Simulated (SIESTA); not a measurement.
# Si2Ni (Fm-3m) in SIESTA: equation of state, part 2 of 2

SIESTA 5.4.2. Earlier steps stand in the parts before.

## Step 4: Single point, PBEsol, collinear spin, ferromagnetic start, 12.90 Å³/atom

Si2Ni.fdf

```
SystemName                      Si2Ni
SystemLabel                     Si2Ni
NumberOfSpecies                 2
NumberOfAtoms                   3
%block ChemicalSpeciesLabel
  1  28 Ni
  2  14 Si
%endblock ChemicalSpeciesLabel

LatticeConstant                 1.0 Ang
%block LatticeVectors
     0.0000000000     2.6848585138     2.6848585138
     2.6848585138     0.0000000000     2.6848585138
     2.6848585138     2.6848585138     0.0000000000
%endblock LatticeVectors
AtomicCoordinatesFormat         Fractional
%block AtomicCoordinatesAndAtomicSpecies
     0.0000000000     0.0000000000     0.0000000000  1  Ni
     0.7500000000     0.7500000000     0.7500000000  2  Si
     0.2500000000     0.2500000000     0.2500000000  2  Si
%endblock AtomicCoordinatesAndAtomicSpecies

%block kgrid.MonkhorstPack
    9   0   0  0.0
    0   9   0  0.0
    0   0   9  0.0
%endblock kgrid.MonkhorstPack
XC.Functional                   GGA
XC.Authors                      PBEsol
PAO.BasisSize                   DZP
PAO.EnergyShift                 0.003 Ry
Mesh.Cutoff                     800 Ry
Spin                            polarized
%block DM.InitSpin
    1   1.000
    2   0.000
    3   0.000
%endblock DM.InitSpin
OccupationFunction              FD
ElectronicTemperature           0.05 eV
MaxSCFIterations                200
SCF.MustConverge                false
SCF.Mixer.Method                Pulay
SCF.Mixer.Weight                0.1
SCF.Mixer.History               10
SCF.DM.Tolerance                5.0e-05
SCF.H.Tolerance                 1.0e-03 eV
WriteForces                     true
Charge.Mulliken                 end
%block PAO.Basis
  Ni 5
  n=3 0 2
    2.437 0.000
  n=4 0 2
    7.067 0.000
  n=3 1 2
    2.721 0.000
  n=4 1 1
    7.067
  n=3 2 2
    4.466 0.000
%endblock PAO.Basis
```

Run with:

```console
> siesta < Si2Ni.fdf > Si2Ni.out 2>&1
```

It took 3.8 min on 1 thread of Arm Neoverse V1, shared host; peak memory 0.36 GiB.

It converged, with:

* Free energy: -4793.0266 eV
* Pressure: 2.4 GPa
* Band gap on the k mesh: none (metal or under the smearing width)
* Net moment: 0.00 μB per cell

Caveat: short orbitals over semicore shells can move pressures by several GPa; the basis of atomic orbitals isn't converged, which shifts pressures, moduli and gaps.

## Step 5: Single point, PBEsol, collinear spin, ferromagnetic start, 13.43 Å³/atom

Changes to Si2Ni.fdf since step 4:

```diff
@@ -11,5 +11,5 @@
 %block LatticeVectors
-     0.0000000000     2.6848585138     2.6848585138
-     2.6848585138     0.0000000000     2.6848585138
-     2.6848585138     2.6848585138     0.0000000000
+     0.0000000000     2.7209011839     2.7209011839
+     2.7209011839     0.0000000000     2.7209011839
+     2.7209011839     2.7209011839     0.0000000000
 %endblock LatticeVectors
```

Run with:

```console
> siesta Si2Ni.fdf > Si2Ni.out 2>&1
```

Wall time 3.5 min (1 thread of Arm Neoverse V1, shared host); peak memory 0.35 GiB.

The run converged. Its results:

```yaml
Free_energy: -4793.0187 eV
Pressure: -3.8 GPa
Band_gap_on_the_k_mesh: none (metal or under the smearing width)
Net_moment: 0.00 μB per cell
```

Caveat: short orbitals over semicore shells can move pressures by several GPa; the basis of atomic orbitals isn't converged, which shifts pressures, moduli and gaps.

## Step 6: Single point, PBEsol, collinear spin, ferromagnetic start, 13.69 Å³/atom

Changes to Si2Ni.fdf since step 5:

```diff
@@ -11,5 +11,5 @@
 %block LatticeVectors
-     0.0000000000     2.7209011839     2.7209011839
-     2.7209011839     0.0000000000     2.7209011839
-     2.7209011839     2.7209011839     0.0000000000
+     0.0000000000     2.7385698685     2.7385698685
+     2.7385698685     0.0000000000     2.7385698685
+     2.7385698685     2.7385698685     0.0000000000
 %endblock LatticeVectors
```

Potentials or basis: PseudoDojo 0.4 standard (PBEsol files), DZP (energy shift 0.003 Ry; two zetas on semicore shells).

Run with:

```console
> siesta Si2Ni.fdf > Si2Ni.out 2>&1
```

Wall time 3.4 min (1 thread of Arm Neoverse V1, shared host); peak memory 0.35 GiB.

The run converged. Its results:

```yaml
Free_energy: -4792.9931 eV
Pressure: -6.4 GPa
Band_gap_on_the_k_mesh: none (metal or under the smearing width)
Net_moment: 0.00 μB per cell
```

Caveat: short orbitals over semicore shells can move pressures by several GPa; the basis of atomic orbitals isn't converged, which shifts pressures, moduli and gaps.

## Step 7: Single point, PBEsol, collinear spin, ferromagnetic start, 13.96 Å³/atom

Changes to Si2Ni.fdf since step 6:

```diff
@@ -11,5 +11,5 @@
 %block LatticeVectors
-     0.0000000000     2.7385698685     2.7385698685
-     2.7385698685     0.0000000000     2.7385698685
-     2.7385698685     2.7385698685     0.0000000000
+     0.0000000000     2.7560134590     2.7560134590
+     2.7560134590     0.0000000000     2.7560134590
+     2.7560134590     2.7560134590     0.0000000000
 %endblock LatticeVectors
```

Potentials or basis: PseudoDojo 0.4 standard (PBEsol files), DZP (energy shift 0.003 Ry; two zetas on semicore shells).

Run with:

```console
> siesta < Si2Ni.fdf > Si2Ni.out 2>&1
```

Si2Ni.out:

```text
Version         : 5.4.2

                           ***********************
                           *  WELCOME TO SIESTA  *
                           ***********************

 NOTE: Siesta V5 introduces some new defaults for basis-set generation
 NOTE: which might lead to slightly different numerical results.
 NOTE: Please see the manual for full details and compatibility measures.

reinit: Reading from standard input
reinit: Dumping input in INPUT_TMP.42468
************************** Dump of input data file ****************************
SystemName                      Si2Ni
SystemLabel                     Si2Ni
NumberOfSpecies                 2
NumberOfAtoms                   3
%block ChemicalSpeciesLabel
  1  28 Ni
  2  14 Si
%endblock ChemicalSpeciesLabel
LatticeConstant                 1.0 Ang
%block LatticeVectors
     0.0000000000     2.7560134590     2.7560134590
     2.7560134590     0.0000000000     2.7560134590
     2.7560134590     2.7560134590     0.0000000000
%endblock LatticeVectors
AtomicCoordinatesFormat         Fractional
%block AtomicCoordinatesAndAtomicSpecies
     0.0000000000     0.0000000000     0.0000000000  1  Ni
     0.7500000000     0.7500000000     0.7500000000  2  Si
     0.2500000000     0.2500000000     0.2500000000  2  Si
[... 767 lines left out ...]

Species: Si
Atom  Qatom  Qorb
               3s      3s      3py     3pz     3px     3py     3pz     3px
               3Pdxy   3Pdyz   3Pdz2   3Pdxz   3Pdx2-y2
   2  2.117   0.651   0.057   0.178   0.178   0.178   0.173   0.173   0.173
              0.060   0.060   0.089   0.060   0.089
   3  2.117   0.651   0.057   0.178   0.178   0.178   0.173   0.173   0.173
              0.060   0.060   0.089   0.060   0.089

mulliken: Qtot =       13.000

mulliken: Spin DOWN

Species: Ni
Atom  Qatom  Qorb
               3s      3s      4s      4s      3py     3pz     3px     3py
               3pz     3px     4py     4pz     4px     3dxy    3dyz    3dz2
               3dxz    3dx2-y2 3dxy    3dyz    3dz2    3dxz    3dx2-y2
   1  8.767   0.968   0.018  -0.371   0.228   0.989   0.989   0.989   0.017
              0.017   0.017   0.195   0.195   0.195   0.923   0.923   1.030

              0.923   1.030  -0.089  -0.089  -0.122  -0.089  -0.122

Species: Si
Atom  Qatom  Qorb
               3s      3s      3py     3pz     3px     3py     3pz     3px
               3Pdxy   3Pdyz   3Pdz2   3Pdxz   3Pdx2-y2
   2  2.117   0.651   0.057   0.178   0.178   0.178   0.173   0.173   0.173
              0.060   0.060   0.089   0.060   0.089
   3  2.117   0.651   0.057   0.178   0.178   0.178   0.173   0.173   0.173
              0.060   0.060   0.089   0.060   0.089

mulliken: Qtot =       13.000

Mulliken Atomic Populations:
Atom #   charge [q] valence [e]      Sz [e]  Species
     1     0.466914   17.533086   -0.000012  Ni
     2    -0.233457    4.233457    0.000009  Si
     3    -0.233457    4.233457    0.000009  Si
 Total    -0.000000                0.000007

Job completed
```

Run time: 4 min. Hardware: 1 thread of Arm Neoverse V1, shared host; peak memory 0.4 GiB.

What came out:

* Free energy: -4792.9547 eV
* Pressure: -8.9 GPa
* Band gap on the k mesh: none (metal or under the smearing width)
* Net moment: 0.00 μB per cell

Caveat: short orbitals over semicore shells can move pressures by several GPa; the basis of atomic orbitals isn't converged, which shifts pressures, moduli and gaps.

## Step 8: Equation of state, PBEsol, collinear spin, ferromagnetic start

This step only gathers the single runs of the series.

Results:

```
Equilibrium volume                      : 13.09 Å³/atom
Bulk modulus                            : 158 GPa
Pressure derivative of the bulk modulus : 3.6
```

Energy against volume, from the lowest point:
| volume (Å³/atom) | energy (meV/atom) |
| --- | --- |
| 12.376 | 21.02 |
| 12.639 | 8.03 |
| 12.902 | 1.23 |
| 13.166 | 0.00 |
| 13.429 | 3.88 |
| 13.692 | 12.41 |
| 13.956 | 25.19 |

Caveat: short orbitals over semicore shells can move pressures by several GPa; the basis of atomic orbitals isn't converged, which shifts pressures, moduli and gaps.
